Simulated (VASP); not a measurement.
# GeN (Cmmm) in VASP: notebook

One crystal, GeN, is run at these levels: PBE, PBEsol; tasks: relaxation of cell and atoms, relaxation of the atoms.

Program: VASP 6.6.1. These are calculated values, not measurements. Logs are shortened: lines on timing, memory, paths and dates and some standing lists are left out, and cuts for length are marked.

## 1. Starting point

It takes space group Cmmm (No. 65, orthorhombic). The conventional cell has a = 5.136 Å, b = 6.148 Å, c = 3.113 Å, α = 90.00°, β = 90.00°, γ = 90.00°. Around Ge (site symmetry 2/m) lie 4 N at 2.26 Å and 2 Ge at 2.57 Å. Around N (site symmetry 2mm) lie 1 N at 1.42 Å.

The cell was built by a generator and needn't be a form met in nature.

## 2. Relaxation of cell and atoms, PBE

File INCAR:

```
SYSTEM = GeN
PREC     = Accurate       ! precision mode
ENCUT    = 600            ! plane-wave cutoff, eV
EDIFF    = 1E-7           ! SCF threshold, eV
ISMEAR   = 0              ! smearing method
SIGMA    = 0.05           ! smearing width, eV
LREAL    = .False.        ! projectors in reciprocal space
LASPH    = .True.         ! aspherical terms in the spheres
NELM     = 60             ! most SCF steps
ALGO     = Normal         ! electronic algorithm
ISIF     = 3              ! what is computed and relaxed
LWAVE    = .False.        ! write WAVECAR
LCHARG   = .False.        ! write CHGCAR
GGA      = PE             ! functional
IBRION   = 2              ! ionic algorithm
NSW      = 40             ! ionic steps
EDIFFG   = -0.01          ! ionic threshold
```

File KPOINTS:

```
Automatic mesh
0
Gamma
  7 7 9
  0 0 0
```

File POSCAR:

```
GeN
1.0
    2.5680100000     -3.0739300000      0.0000000000
    2.5680100000      3.0739300000      0.0000000000
    0.0000000000      0.0000000000      3.1134900000
Ge N
2 2
Direct
    0.0000000000      0.5000000000      0.5000000000
    0.5000000000      0.0000000000      0.5000000000
    0.6386100000      0.6386100000      0.0000000000
    0.3613900000      0.3613900000      0.0000000000
```

Potentials or basis: VASP PAW PBE potentials, release 64 (Ge_d, N).

Launch:

```
$ cat potpaw_PBE.64/Ge_d/POTCAR potpaw_PBE.64/N/POTCAR > POTCAR
$ mpirun -np 1 vasp_std > vasp.out
```

OUTCAR:

```text
SYSTEM = GeN
   PREC = Accurate
   ENCUT = 600
   EDIFF = 1E-7
   ISMEAR = 0
   LREAL = .False.
   LASPH = .True.
   NELM = 60
   ISIF = 3
   GGA = PE
   IBRION = 2
   NSW = 40
   EDIFFG = -0.01

 ion  position               nearest neighbor table
   1  0.000  0.500  0.500-   3 2.26   4 2.26   3 2.26   4 2.26   2 2.57   2 2.57
   2  0.500  0.000  0.500-   3 2.26   4 2.26   3 2.26   4 2.26   1 2.57   1 2.57
   3  0.639  0.639  0.000-   4 1.42   2 2.26   1 2.26   1 2.26   2 2.26
   4  0.361  0.361  0.000-   3 1.42   2 2.26   1 2.26   1 2.26   2 2.26

  LATTYP: Found a base centered orthorhombic cell.
 ALAT       =     5.1360200000
 B/A-ratio  =     1.1970085786
 C/A-ratio  =     0.6062067515

  Lattice vectors:

 A1 = (   2.5680100000,  -3.0739300000,   0.0000000000)
 A2 = (   2.5680100000,   3.0739300000,   0.0000000000)
 A3 = (   0.0000000000,   0.0000000000,   3.1134900000)

Analysis of symmetry for initial positions (statically):
=====================================================================
 Subroutine PRICEL returns:
 Original cell was already a primitive cell.

 Routine SETGRP: Setting up the symmetry group for a
 base centered orthorhombic supercell.

 Subroutine GETGRP returns: Found  8 space group operations
 (whereof  8 operations were pure point group operations)
 out of a pool of  8 trial point group operations.

The static configuration has the point symmetry D_2h.

Analysis of symmetry for dynamics (positions and initial velocities):
=====================================================================
 Subroutine PRICEL returns:
 Original cell was already a primitive cell.

 Routine SETGRP: Setting up the symmetry group for a
 base centered orthorhombic supercell.

 Subroutine GETGRP returns: Found  8 space group operations
 (whereof  8 operations were pure point group operations)
 out of a pool of  8 trial point group operations.

The dynamic configuration has the point symmetry D_2h.

 Subroutine INISYM returns: Found  8 space group operations
 (whereof  8 operations are pure point group operations),
 and found     1 'primitive' translations

----------------------------------------------------------------------------------------

                                     Primitive cell

  volume of cell :      49.1551

  direct lattice vectors                    reciprocal lattice vectors
     2.568010000 -3.073930000  0.000000000     0.194703292 -0.162658226  0.000000000
     2.568010000  3.073930000  0.000000000     0.194703292  0.162658226  0.000000000
     0.000000000  0.000000000  3.113490000     0.000000000  0.000000000  0.321182981

  length of vectors
     4.005461397  4.005461397  3.113490000     0.253706662  0.253706662  0.321182981

  position of ions in fractional coordinates (direct lattice)
     1.000000000  0.500000000  0.500000000
     0.500000000  1.000000000  0.500000000
     0.638610000  0.638610000  0.000000000
     0.361390000  0.361390000  0.000000000

  ion indices of the primitive-cell ions
   primitive index   ion index
                 1           1
                 2           2
                 3           3
                 4           4

----------------------------------------------------------------------------------------

 KPOINTS: Automatic mesh

Automatic generation of k-mesh.
 Grid dimensions read from file:
 generate k-points for:    7    7    9

 Generating k-lattice:

  Cartesian coordinates                     Fractional coordinates (reciprocal lattice)
     0.027814756 -0.023236889  0.000000000     0.142857143  0.000000000  0.000000000
     0.027814756  0.023236889  0.000000000     0.000000000  0.142857143  0.000000000
     0.000000000  0.000000000  0.035686998     0.000000000  0.000000000  0.111111111

  Length of vectors
     0.036243809  0.036243809  0.035686998

  Shift w.r.t. Gamma in fractional coordinates (k-lattice)
     0.000000000  0.000000000  0.000000000

 Subroutine IBZKPT returns following result:
 ===========================================

 Found     80 irreducible k-points:

 Following reciprocal coordinates:
            Coordinates               Weight
  0.000000  0.000000  0.000000      1.000000
  0.142857 -0.000000  0.000000      4.000000
  0.285714 -0.000000  0.000000      4.000000
  0.428571 -0.000000  0.000000      4.000000
  0.142857  0.142857  0.000000      2.000000
  0.285714  0.142857  0.000000      4.000000
[... 16 lines left out ...]
  0.428571  0.142857  0.111111      8.000000
 -0.428571  0.142857  0.111111      8.000000
 [... further k-points ...]
   k-points           NKPTS =     80   k-points in BZ     NKDIM =     80   number of bands    NBANDS=     23
   number of dos      NEDOS =    301   number of ions     NIONS =      4
   total plane-waves  NPLWV =  28672
   dimension x,y,z NGX =    32 NGY =   32 NGZ =   28
   dimension x,y,z NGXF=    64 NGYF=   64 NGZF=   56
   ions per type =               2   2
   NGX,Y,Z   is equivalent  to a cutoff of  13.28, 13.28, 14.95 a.u.
   NGXF,Y,Z  is equivalent  to a cutoff of  26.56, 26.56, 29.90 a.u.
 SYSTEM =  GeN
   PREC   = accura    normal or accurate (medium, high low for compatibility)
   ISTART =      0    job   : 0-new  1-cont  2-samecut
   ICHARG =      2    charge: 1-file 2-atom 10-const
   ISPIN  =      1    spin polarized calculation?
   LNONCOLLINEAR =      F non collinear calculations
   LSORBIT =      F    spin-orbit coupling
   LASPH  =      T    aspherical Exc in radial PAW
   ENCUT  =  600.0 eV  44.10 Ry    6.64 a.u.   8.00  8.00  6.22*2*pi/ulx,y,z
   NELM   =     60;   NELMIN=  2; NELMDL= -5     # of ELM steps
   EDIFF  = 0.1E-06   stopping-criterion for ELM
   LREAL  =      F    real-space projection
   EDIFFG = -.1E-01   stopping-criterion for IOM
   NSW    =     40    number of steps for IOM
   IBRION =      2    ionic relax: 0-MD 1-quasi-New 2-CG
   NFREE  =      1    steps in history (QN), initial steepest desc. (CG)
   ISIF   =      3    stress and relaxation
   ISYM   =      2    0-nonsym 1-usesym 2-fastsym
   POTIM  = 0.5000    time-step for ionic-motion
   TEBEG  =    0.0;   TEEND  =   0.0 temperature during run
   PSTRESS=    0.0 pullay stress
   NELECT =      38.0000    total number of electrons
   NUPDOWN=      -1.0000    fix difference up-down
   EMIN   =  10.00;   EMAX   =-10.00  energy-range for DOS
   EFERMI =   0.00;   METHOD = LEGACY
   ISMEAR =     0;   SIGMA  =   0.05  broadening in eV -4-tet -1-fermi 0-gaus
   EFERMI_NEDOS =   21; number of points for ismear=-14 and -15
   IALGO  =     38    algorithm
   IMIX   =      4    mixing-type and parameters
     AMIX     =   0.40;   BMIX     =  1.00
     AMIX_MAG =   1.60;   BMIX_MAG =  1.00
  volume/ion in A,a.u.               =      12.29        82.93
  Fermi-wavevector in a.u.,A,eV,Ry     =   1.502496  2.839306 30.715072  2.257494
  Thomas-Fermi vector in A             =   2.613729
   LORBIT       =      0    0 simple, 1 ext, 2 COOP (PROOUT), +10 PAW based schemes
   GGA     = PE    functional components
   LHFCALC =     F    Hartree Fock is set to
   AEXX    =    0.0000 exact exchange contribution
   IVDW    =     0    specifies the selected vdW correction
   LEPSILON=     F    determine dielectric tensor
   LRPA    =     F    only Hartree local field effects (RPA)
 conjugate gradient relaxation of ions
 non-spin polarized calculation
 Gauss-broadening in eV      SIGMA  =   0.05
  energy-cutoff  :      600.00
  volume of cell :       49.16
 maximum number of plane-waves:      1656
   NGX = 15   NGY = 15   NGZ = 13

--------------------------------------- Ionic step        1  -------------------------------------------

 number of electron      38.0000006 magnetization

 Free energy of the ion-electron system (eV)
  ---------------------------------------------------
  ext. energy  EPLUGINS =         0.00000000
  ---------------------------------------------------
  free energy    TOTEN  =       -23.12974901 eV

  energy without entropy =      -23.12888631  energy(sigma->0) =      -23.12931766

------------------------ aborting loop because EDIFF is reached ----------------------------------------

  FORCE on cell =-STRESS in cart. coord.  units (eV):
  Direction    XX          YY          ZZ          XY          YZ          ZX
  --------------------------------------------------------------------------------------
  -------------------------------------------------------------------------------------
  Total       -0.0693054      0.1949795      0.1514400      0.0000000      0.0000000      0.0000000
  in kB       -2.2589663      6.3552313      4.9360894      0.0000000      0.0000000      0.0000000
  external PRESSURE =       3.0107848 kB  Pullay stress =       0.0000000 kB

 VOLUME and BASIS-vectors are now :
 -----------------------------------------------------------------------------
  energy-cutoff  :      600.00
  volume of cell :       49.16
      direct lattice vectors                 reciprocal lattice vectors
     2.568010000 -3.073930000  0.000000000     0.194703292 -0.162658226  0.000000000
     2.568010000  3.073930000  0.000000000     0.194703292  0.162658226  0.000000000
     0.000000000  0.000000000  3.113490000     0.000000000  0.000000000  0.321182981
[... 115 lines left out ...]
 POSITION                                       TOTAL-FORCE (eV/Angst)
 -----------------------------------------------------------------------------------
      1.28378      1.54082      1.55976         0.000000      0.000000      0.000000
      1.28378     -1.54082      1.55976         0.000000     -0.000000      0.000000
      3.27955      0.00000      3.11953        -0.036414      0.000000      0.000000
      1.85557      0.00000      0.00000         0.036414      0.000000      0.000000
 -----------------------------------------------------------------------------------
    total drift:                                0.000000      0.000000     -0.000000

  FREE ENERGIE OF THE ION-ELECTRON SYSTEM (eV)
  ---------------------------------------------------
  free  energy   TOTEN  =       -23.1300585223 eV

  energy  without entropy=      -23.1292979710  energy(sigma->0) =      -23.12967825

--------------------------------------- Ionic step        5  -------------------------------------------

 number of electron      38.0000004 magnetization

 Free energy of the ion-electron system (eV)
  ---------------------------------------------------
  ext. energy  EPLUGINS =         0.00000000
  ---------------------------------------------------
  free energy    TOTEN  =       -23.13011088 eV

  energy without entropy =      -23.12937707  energy(sigma->0) =      -23.12974397

 E-fermi :   6.9718     XC(G=0): -11.6290

 val. band max:        6.9337466600   @ k =   0.2857   0.1429   0.0000
 cond. band min:       6.9972936704   @ k =  -0.4286   0.4286   0.4444
 fundamental gap:      0.0635470104
 Fermi energy:         6.9718203380

 k-point     1 :       0.0000    0.0000    0.0000
  band No.  band energies     occupation
      1     -17.7832      2.00000
      2     -17.7717      2.00000
      3     -17.7158      2.00000
      4     -17.7115      2.00000
      5     -17.7092      2.00000
      6     -17.6963      2.00000
[... 15 lines left out ...]
     22      12.1167      0.00000
     23      13.2099      0.00000
[... 575 lines left out ...]
      1     -17.7363      2.00000
      2     -17.7338      2.00000
      3     -17.7227      2.00000
      4     -17.7009      2.00000
      5     -17.7002      2.00000
      6     -17.6598      2.00000
[... 15 lines left out ...]
     22      11.7355      0.00000
     23      12.5380      0.00000

 [... further k-points ...]
[... 5 lines left out ...]
  --------------------------------------------------------------------------------------
  -------------------------------------------------------------------------------------
  Total       -0.0099909     -0.0020815     -0.0075932      0.0000000      0.0000000      0.0000000
  in kB       -0.3245794     -0.0676229     -0.2466837      0.0000000      0.0000000      0.0000000
  external PRESSURE =      -0.2129620 kB  Pullay stress =       0.0000000 kB

 VOLUME and BASIS-vectors are now :
 -----------------------------------------------------------------------------
  energy-cutoff  :      600.00
  volume of cell :       49.32
      direct lattice vectors                 reciprocal lattice vectors
     2.566732379 -3.080482787  0.000000000     0.194800207 -0.162312220  0.000000000
     2.566732379  3.080482787  0.000000000     0.194800207  0.162312220  0.000000000
     0.000000000  0.000000000  3.118633468     0.000000000  0.000000000  0.320653264

 POSITION                                       TOTAL-FORCE (eV/Angst)
 -----------------------------------------------------------------------------------
      1.28337      1.54024      1.55932         0.000000      0.000000      0.000000
      1.28337     -1.54024      1.55932         0.000000     -0.000000      0.000000
      3.27782      0.00000      0.00000         0.002728      0.000000     -0.000000
      1.85564      0.00000      0.00000        -0.002728      0.000000      0.000000
 -----------------------------------------------------------------------------------
    total drift:                                0.000000     -0.000000     -0.000000

  FREE ENERGIE OF THE ION-ELECTRON SYSTEM (eV)
  ---------------------------------------------------
  free  energy   TOTEN  =       -23.1301108775 eV

  energy  without entropy=      -23.1293770654  energy(sigma->0) =      -23.12974397

 reached required accuracy - stopping structural energy minimisation
```

Wall time 3.8 min (1 thread of Intel Xeon Platinum 8488C (Sapphire Rapids), shared host); peak memory 0.23 GiB.

What came out:

```
Free energy                            : -23.1301 eV
Relaxed volume                         : 12.33 Å³/atom
Relaxed cell                           : a = 4.010 Å, b = 4.010 Å, c = 3.119 Å, α = 90.00°, β = 90.00°, γ = 100.40°
Space group after relaxing (to 0.05 Å) : Cmmm (No. 65)
Energy gained by relaxing              : 0.1 meV/atom
Ionic steps                            : 5
Pressure after relaxing                : 0.0 GPa
Band gap on the k mesh                 : none (metal or under the smearing width)
```

Forces on the atoms (eV/Å):
```
Ge   0.000  0.000  0.000
Ge   0.000  0.000  0.000
N    0.003  0.000  0.000
N   -0.003  0.000  0.000
```

The path:
| step | energy change (eV) | largest force (eV/Å) | pressure (GPa) | volume (Å³) |
| --- | --- | --- | --- | --- |
| 1 | 0.0000 | 0.0214 | 0.30 | 49.16 |
| 2 | -0.0003 | 0.0361 | 0.05 | 49.32 |
| 3 | -0.0003 | 0.0253 | 0.11 | 49.29 |
| 4 | -0.0003 | 0.0364 | -0.17 | 49.37 |
| 5 | -0.0004 | 0.0027 | -0.02 | 49.32 |

Final structure:
```xyz
4
Lattice="2.5667 -3.0805 0.0000 2.5667 3.0805 0.0000 0.0000 0.0000 3.1186" Properties=species:S:1:pos:R:3 pbc="T T T"
Ge    1.2834    1.5402    1.5593
Ge    1.2834   -1.5402    1.5593
N     3.2778    0.0000    0.0000
N     1.8556    0.0000    0.0000
```

Levels at points of the mesh, in eV from the Fermi level:
```csv
k point,band 15,band 16,band 17,band 18,band 19,band 20,band 21,band 22,band 23
"(0.00, 0.00, 0.00)",-6.59,-5.16,-3.07,-1.56,0.48,4.00,4.52,5.14,6.24
```

## 3. Relaxation of the atoms, PBEsol

File INCAR:

```
ALGO = Normal ; EDIFF = 1E-6
EDIFFG = -0.005 ; ENCUT = 520
GGA = PS ; IBRION = 2
ISIF = 2 ; ISMEAR = 0
LASPH = T ; LCHARG = F
LREAL = F ; LWAVE = F
NELM = 100 ; NSW = 40
PREC = Accurate ; SIGMA = 0.05
```

File KPOINTS:

```
k-points
0
Gamma
  7 7 9
```

POSCAR is that of step 2.

Potentials or basis: VASP PAW PBE potentials, release 64 (Ge_d, N).

Launch:

```
$ cat potpaw_PBE.64/Ge_d/POTCAR potpaw_PBE.64/N/POTCAR > POTCAR
$ mpirun -np 1 vasp_std > vasp.out
```

Run time: 1.9 min. Hardware: 1 thread of Intel Xeon Platinum 8488C (Sapphire Rapids), shared host; peak memory 0.2 GiB.

The run converged. Its results:

* Free energy: -25.0552 eV
* Energy gained by relaxing: 0.2 meV/atom
* Ionic steps: 3
* Pressure after relaxing: -4.5 GPa
* Band gap on the k mesh: none (metal or under the smearing width)

Stress tensor (GPa, compression positive):
```
-4.00  0.00  0.00
 0.00 -4.59  0.00
 0.00  0.00 -4.84
```

The path:
```tsv
step	energy change (eV)	largest force (eV/Å)	pressure (GPa)
1	0.0000	0.1968	-5.03
2	-0.0001	0.1937	-4.09
3	-0.0010	0.0006	-4.48
```

Final structure:
```cif
data_structure
_symmetry_space_group_name_H-M 'P 1'
_symmetry_Int_Tables_number 1
_cell_length_a 4.0055
_cell_length_b 4.0055
_cell_length_c 3.1135
_cell_angle_alpha 90.000
_cell_angle_beta 90.000
_cell_angle_gamma 100.248
_cell_volume 49.16
loop_
_atom_site_label
_atom_site_type_symbol
_atom_site_fract_x
_atom_site_fract_y
_atom_site_fract_z
_atom_site_occupancy
Ge1 Ge 0.00000 0.50000 0.50000 1
Ge2 Ge 0.50000 0.00000 0.50000 1
N1 N 0.63764 0.63764 0.00000 1
N2 N 0.36236 0.36236 0.00000 1
```

Levels at points of the mesh, in eV from the Fermi level:
```tsv
k point	band 16	band 17	band 18	band 19	band 20	band 21	band 22	band 23
(0.00, 0.00, 0.00)	-5.26	-3.04	-1.55	0.50	3.96	4.56	4.93	6.20
```

Caveat: the PAW data sets were made with another functional, which shifts forces and pressure a little.

## 4. For comparison

An earlier run on the cell as given: functional PBE; potentials or basis VASP PAW PBE potentials, release 64 (Ge_d, N); cutoff 520 eV; k mesh 7 × 7 × 9; occupations fermi-dirac, width 0.05 eV; no spin polarisation.

* Pressure: 0.4 GPa
* Band gap on the k mesh: none (metal or under the smearing width)

## 5. The runs side by side

| task | level | cell | cutoff (eV) | smearing | gap on the mesh (eV) | pressure (GPa) |
| --- | --- | --- | --- | --- | --- | --- |
| relaxation of cell and atoms | PBE | relaxed | 600 | gaussian 0.05 eV | none | 0.0 |
| relaxation of the atoms | PBEsol | atoms relaxed | 520 | gaussian 0.05 eV | none | -4.5 |
| single point | PBE | as given | 520 | fermi-dirac 0.05 eV | none | 0.4 |

Alike in all rows: potentials or basis VASP PAW PBE potentials, release 64 (Ge_d, N); no spin polarisation; k mesh 7 × 7 × 9.

Caveats: the PAW data sets were made with another functional, which shifts forces and pressure a little (some runs).

Total energies depend on the potentials used, so only differences within one code and one set of settings carry meaning.
